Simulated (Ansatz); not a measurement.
# V2O5: the cost of one run

Program: Ansatz 0.2.0. Level of theory: DFT PBE, scalar-relativistic, plane waves, PAW. These are calculated values, not measurements.

## 1. The structure to begin with

Symmetry: P-62m, No. 189, hexagonal system. The conventional cell has a = 6.993 Å, b = 6.993 Å, c = 4.208 Å, α = 90.00°, β = 90.00°, γ = 120.00°. V (site symmetry -6) has 5 O at 2.05 to 2.10 Å as nearest neighbours. O (site symmetry -6) is surrounded by 2 V at 2.10 Å. O (site symmetry m2m) is surrounded by 2 V at 2.05 Å.

As a file:

```
V O
1.0
     6.99268    0.00000    0.00000
    -3.49634    6.05583    0.00000
     0.00000    0.00000    4.20809
V O
2 5
Direct
  0.33333 0.66667 0.50000
  0.66667 0.33333 0.50000
  0.33333 0.66667 0.00000
  0.00000 0.55005 0.50000
  0.44995 0.44995 0.50000
  0.55005 0.00000 0.50000
  0.66667 0.33333 0.00000
```

A structure generator made this guess: 5-connected net, bridging atoms on its edges, bridges bent (P-62m, No. 189). The dimensions are guesses.

## 2. Probe: one point on a coarse mesh

Input file input.yaml:

```yaml
crystal:
  lattice:
    - [6.99267526, 0.0, 0.0]
    - [-3.49633763, 6.05583441, 0.0]
    - [0.0, 0.0, 4.20808859]
  atoms:
    - { symbol: V, position: [0.33333333, 0.66666667, 0.5], spin: 2.0 }
    - { symbol: V, position: [0.66666667, 0.33333333, 0.5], spin: 2.0 }
    - { symbol: O, position: [0.33333333, 0.66666667, 0.0] }
    - { symbol: O, position: [0.0, 0.55005237, 0.5] }
    - { symbol: O, position: [0.44994763, 0.44994763, 0.5] }
    - { symbol: O, position: [0.55005237, 0.0, 0.5] }
    - { symbol: O, position: [0.66666667, 0.33333333, 0.0] }
basis:
  ecutwfc: 420
kpoints:
  mp_grid: { grid: [3, 3, 4] }
hamiltonian:
  xc: pbe
scf:
  occupations: { method: gaussian, width: 0.1 }
  lower_state_search: "off"
output:
  forces: true
  stress: true
  eigenvalues: true
  populations: true
magnetization:
  spin_polarized: true
```

Run with:

```console
ansatz run input.yaml --threads 1 --pin off --max-ram 2560MiB --backend cpu --events-out ev --progress --plain --runs-dir out
```

What time and memory should one allow on 1 thread of Arm Neoverse V1, shared host?

About 26 s, with a peak of 0.41 GiB.
